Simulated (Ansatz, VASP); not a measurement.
SrO: VASP beside Ansatz

```
CELL_PARAMETERS angstrom
3.62930 0.00000 0.00000
1.81465 3.14306 0.00000
1.81465 1.04769 2.96331
ATOMIC_POSITIONS crystal
Sr 0.50000 0.50000 0.50000
O 0.00000 0.00000 0.00000
```

Alike in both runs: task single point; functional PBEsol; k mesh 9 × 9 × 9; occupations gaussian, width 0.1 eV; no spin polarisation.

```csv
,VASP,Ansatz
version,VASP 6.6.1,Ansatz 0.2.0
potentials or method,"VASP PAW PBE potentials, release 64 (Sr_sv_GW, O_GW)",Ansatz PAW
plane-wave cutoff (eV),550,420
valence electrons in the cell,16,16
```

|  | VASP | Ansatz | Ansatz less VASP |
| --- | --- | --- | --- |
| gap on the k mesh at the Fermi level (eV) | 3.26 | 3.26 | -0.002 |
| least direct gap on the mesh (eV) | 3.34 | 3.34 | -0.001 |
| pressure (GPa) | -0.5 | -0.6 | -0.05 |

Caveats: the PAW data sets were made with another functional, which shifts forces and pressure a little (VASP); an odd mesh through Γ misses points on the zone boundary, where band edges often lie (VASP); odd divisions of the mesh miss points on the zone boundary, where band edges often lie, so the gap on the mesh can be too wide (Ansatz); the pressure holds a Pulay correction of +0.4 GPa for the finite cutoff (Ansatz); the PAW data sets come from PBE, with cores solved anew for the run's functional, which leaves a small shift of forces and pressure (Ansatz). A hybrid or GW would open this gap; PBEsol tends to underestimate it.
